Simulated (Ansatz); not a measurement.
The system is Re.

```xyz
2
Lattice="2.7608 0.0000 0.0000 -1.3804 2.3909 0.0000 0.0000 0.0000 4.4582" Properties=species:S:1:pos:R:3 pbc="T T T"
Re    1.3804    0.7970    3.3436
Re    0.0000    1.5939    1.1145
```

```yaml
Program: Ansatz 0.2.0
Task: relaxation of cell and atoms
Functional: BLYP
Dispersion: D4
Potentials_or_basis: all-electron LAPW, scalar-relativistic
Basis_error_allowed: 0.001 eV/atom
k_mesh: 11 × 11 × 6
Occupations: fermi-dirac, width 0.05 eV
Spin: no spin polarisation
```

At the start: volume 14.71 Å³/atom.

Q: How do energy, volume and symmetry change on relaxing?

A: Over 4 steps the energy falls by 3.5 meV/atom and the volume is 14.93 Å³/atom (+1.4 %); space group P6_3/mmc (No. 194, to 0.05 Å).

Step by step:
| step | energy change (eV) | largest force (eV/Å) | volume (Å³) |
| --- | --- | --- | --- |
| 1 | 0.0000 | 0.0000 | 29.43 |
| 2 | -0.0069 | 0.0000 | 29.88 |
| 3 | -0.0070 | 0.0000 | 29.85 |
| 4 | -0.0070 | 0.0000 | 29.85 |

Final structure:
```xyz
2
Lattice="2.7760 0.0000 0.0000 -1.3880 2.4041 0.0000 0.0000 0.0000 4.4731" Properties=species:S:1:pos:R:3 pbc="T T T"
Re    1.3880    0.8014    3.3548
Re    0.0000    1.6027    1.1183
```
